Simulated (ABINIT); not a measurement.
A run of ABINIT 10.8.3 (patched build) is set up as follows.

run.abi

```
# Pseudopotentials
pp_dirpath "./"
pseudos "Si.upf"

# Structure
acell 3*1.0
rprim
     0.0000000000     5.1435532945     5.1435532945
     5.1435532945     0.0000000000     5.1435532945
     5.1435532945     5.1435532945     0.0000000000
ntypat 1
znucl 14
natom 2
typat 1 1
chkprim 0
chksymtnons 0
tolsym 1.0e-6
xred
            1/2            1/2            1/2
            3/4            3/4            3/4

# Plane-wave basis
ecut 489.804952 eV
ecutsm 0.5

# k points
kptopt 1
ngkpt 6 6 6
nshiftk 1
shiftk 0.0 0.0 0.0

# Exchange and correlation
ixc -116133

# Bands and occupations
nband 8
occopt 3
tsmear 0.00183747

# SCF cycle
nstep 80
tolvrs 1.0e-12

# Output
iomode 3
prteig 0
prtebands 0
prtwf 0
prtden 0

# Relaxation
ionmov 2
optcell 2
ntime 50
tolmxf 2.0e-5
dilatmx 1.08
```

Potentials or basis: PseudoDojo NC SR PBEsol v0.4.1 standard.

The run is started by

```sh
$ abinit run.abi > log 2>&1
```

Task: What does it give for the band gap on the k mesh?

Result: 0.59 eV, indirect (least direct gap 2.51 eV).

Task: Predict the relaxed volume.

Result: 20.04 Å³/atom.

The path:
| step | energy change (eV) | largest force (eV/Å) | pressure (GPa) | volume (Å³) |
| --- | --- | --- | --- | --- |
| 1 | 0.0000 | 0.0000 | -0.56 | 40.33 |
| 2 | -0.0002 | 0.0000 | -0.41 | 40.26 |
| 3 | -0.0004 | 0.0000 | 0.00 | 40.08 |

A k mesh can miss the band edges. PBEsol gaps usually lie below the measured ones, often by a third to a half.
